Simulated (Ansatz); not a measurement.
**N: the band gap up the ladder of functionals**

The task here is to estimate one member of a computed series from the others.

The runs shown are made with Ansatz 0.2.0. PAW datasets, plane waves. Spin-unpolarised throughout; all numbers are computed.

## The cell

The cell was relaxed beforehand with r2SCAN+rVV10.

The symmetry is Pa-3 (No. 205, cubic); a = 5.472 Å in the conventional setting, 20.49 Å³ an atom. N has 1 N at 1.09 Å.

As a file:

```xyz
8
Lattice="5.4724 0.0000 0.0000 0.0000 5.4724 0.0000 0.0000 0.0000 5.4724" Properties=species:S:1:pos:R:3 pbc="T T T"
N     0.3161    0.3161    0.3161
N     2.4201    5.1563    3.0523
N     3.0523    2.4201    5.1563
N     5.1563    3.0523    2.4201
N     5.1574    5.1574    5.1574
N     3.0512    0.3150    2.4212
N     2.4212    3.0512    0.3150
N     0.3150    2.4212    3.0512
```

Set-up of the first run:

Contents of input.yaml:

```yaml
crystal:
  lattice:
    - [5.4724238506, 0.0, 0.0]
    - [0.0, 5.4724238506, 0.0]
    - [0.0, 0.0, 5.4724238506]
  atoms:
    - { symbol: "N", position: [0.0577681521, 0.0577681521, 0.0577681521] }
    - { symbol: "N", position: [0.4422318479, 0.9422318479, 0.5577681521] }
    - { symbol: "N", position: [0.5577681521, 0.4422318479, 0.9422318479] }
    - { symbol: "N", position: [0.9422318479, 0.5577681521, 0.4422318479] }
    - { symbol: "N", position: [0.9424358966, 0.9424358966, 0.9424358966] }
    - { symbol: "N", position: [0.5575641034, 0.0575641034, 0.4424358966] }
    - { symbol: "N", position: [0.4424358966, 0.5575641034, 0.0575641034] }
    - { symbol: "N", position: [0.0575641034, 0.4424358966, 0.5575641034] }
kpoints:
  mp_grid: { grid: [6, 6, 6] }
  band_path:
    path:
      - [[0.0, 0.0, 0.0], [3.008103133546e-50, 0.5, 5.630937944749e-34], [0.5, 0.5, -6.569427602207e-34], [0.0, 0.0, 0.0], [0.5, 0.5, 0.5], [3.008103133546e-50, 0.5, 5.630937944749e-34]]
      - [[0.5, 0.5, 0.5], [0.5, 0.5, -6.569427602207e-34], [0.5, 1.372541124032e-33, -1.220036554696e-33]]
    npoints: 10
hamiltonian:
  xc: pbe
scf:
  occupations: { method: fermi_dirac, width: 0.02 }
  n_extra_bands: 6
output:
  forces: true
  stress: true
  eigenvalues: true
  write_density: true
  write_potential: true
  elf: true
  volumetric_format: npy
```

Launch:

```sh
> ansatz run input.yaml --threads 4 --pin off --max-ram 5529MiB --backend cpu --events-out ev --progress --plain --runs-dir out
```

Steps of the session up to this table: Band structure with PBE; r2SCAN at the same geometry; HSE06; PBE0.

One table of the session follows, with a row left open; its other results are not shown here.

```
 level  gap (eV)
   PBE      7.34
r2SCAN      8.00
 HSE06         ?
  PBE0     10.45
```

Q: Estimate the row for HSE06 from the others.

The run gave: gap (eV): 9.64. In the column «gap (eV)» it lies between r2SCAN (8.00) and PBE0 (10.45).

Meshes: PBE 6×6×6, r2SCAN 6×6×6, HSE06 4×4×4, PBE0 4×4×4

What this shows: PBE gives the least gap, 7.34 eV, and PBE0 the largest, 10.45 eV. PBE reaches 76 % of the HSE06 value, and r2SCAN 83 %. PBE0 lies 0.80 eV above HSE06, which differs from it by screening the long-range exchange.

Caveats from the session: Warnings in the runs' records: stress exchange threshold loose, stress scf threshold loose.
